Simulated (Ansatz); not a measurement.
# Pressure against volume: VN

```
CELL_PARAMETERS angstrom
0.00000 2.06400 2.06400
2.06400 0.00000 2.06400
2.06400 2.06400 0.00000
ATOMIC_POSITIONS crystal
V 0.00000 0.00000 0.00000
N 0.50000 0.50000 0.50000
```

The cell is COD entry 9008765, as deposited and not checked against the literature; nothing was relaxed.

Methods: DFT, PBE, all-electron LAPW, scalar-relativistic (Ansatz 0.2.0); DFT, PBE, PAW with Ansatz's default frozen-core files, scalar-relativistic (Ansatz 0.2.0).

For LAPW: a Γ-centred 14×14×14 k mesh, Fermi–Dirac smearing of 0.08 eV, basis error target 1 meV/atom, spin-polarised from start moments V1 1.5 μB (the moments died away, and the run ended non-magnetic). PAW takes a cutoff of 420 eV at this cell. The Ansatz runs share mesh, smearing and spin set-up. Plane-wave (PAW) pressures include the program's estimate of the Pulay term.

The cell above is scaled evenly, with fractional coordinates and shape held.

(1) Estimate the equilibrium volume and bulk modulus that LAPW (all electrons) gives for this fixed shape.

Answers

(1) V0 = 8.72 Å³/atom, B0 = 314 GPa, B0′ = 4.3, from a third-order Birch–Murnaghan fit to these pressures:
| V/V(cell) | V (Å³/atom) | P, LAPW (GPa) | P, PAW (GPa) | free energy over the lowest listed, PAW (meV/atom) |
| --- | --- | --- | --- | --- |
| 0.9400 | 8.265 | 19.07 | 19.15 | 26.2 |
| 0.9405 | 8.270 | 18.86 | 18.95 | 25.7 |
| 0.9600 | 8.441 | 11.12 | 11.21 | 9.6 |
| 0.9700 | 8.529 | 7.46 | 7.55 | 4.5 |
| 0.9800 | 8.617 | 3.99 | 4.08 | 1.3 |
| 0.9900 | 8.705 | 0.70 | 0.79 | 0.0 |
| 1.0000 | 8.793 | -2.42 | -2.32 | 0.4 |
| 1.0100 | 8.881 | -5.37 | -5.27 | 2.5 |
| 1.0200 | 8.969 | -8.17 | -8.07 | 6.2 |
| 1.0300 | 9.057 | -10.82 | -10.72 | 11.4 |
| 1.0400 | 9.145 | -13.33 | -13.23 | 17.9 |
| 1.0600 | 9.320 | -17.97 | -17.86 | 35.0 |
